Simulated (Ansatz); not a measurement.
Runs of Ansatz 0.2.0 on As. The structure is trigonal, space group R-3m (No. 166). Conventional cell: a = 3.762 Å, b = 3.762 Å, c = 10.542 Å, α = 90.00°, β = 90.00°, γ = 120.00°. As (site symmetry 3m) is surrounded by 3 As at 2.51 Å. 

```csv
level,share of exact exchange,mesh quality,gap on the mesh (eV),pressure (GPa),largest force (eV/Å)
r2SCAN0 form with a typed share of exact exchange,0,coarse,-,1.6,0.03
r2SCAN0 form with a typed share of exact exchange,0.5,not flagged,1.55,-1.7,0.41
r2SCAN0,0.25,not flagged,0.75,-0.2,0.21
r2SCAN0 form with a typed share of exact exchange,0.35,not flagged,1.05,-0.8,0.29
r2SCAN0 form with a typed share of exact exchange,0.15,not flagged,0.49,(b),0.13
r2SCAN0 form with a typed share of exact exchange,0.1,not flagged,0.36,0.9,(a)
```

Alike in all rows: task single point; potentials or basis Ansatz PAW; no spin polarisation; cell as given; k mesh 5 × 5 × 5; cutoff (eV) 500; smearing fermi-dirac 0.05 eV.

**Question.** Fill in the values left out.

**Answer.** (a) 0.10; (b) 0.5.

Caveats: some runs use coarse meshes; the PAW data sets come from PBE, with cores solved anew for the run's functional, which leaves a small shift of forces and pressure; odd divisions of the mesh miss points on the zone boundary, where band edges often lie, so the gap on the mesh can be too wide (some runs); the thresholds are loose for stress (some runs).

A k mesh can miss the band edges, and the runs leave out spin-orbit coupling on As.

Runs at the PBE level aren't shown here.
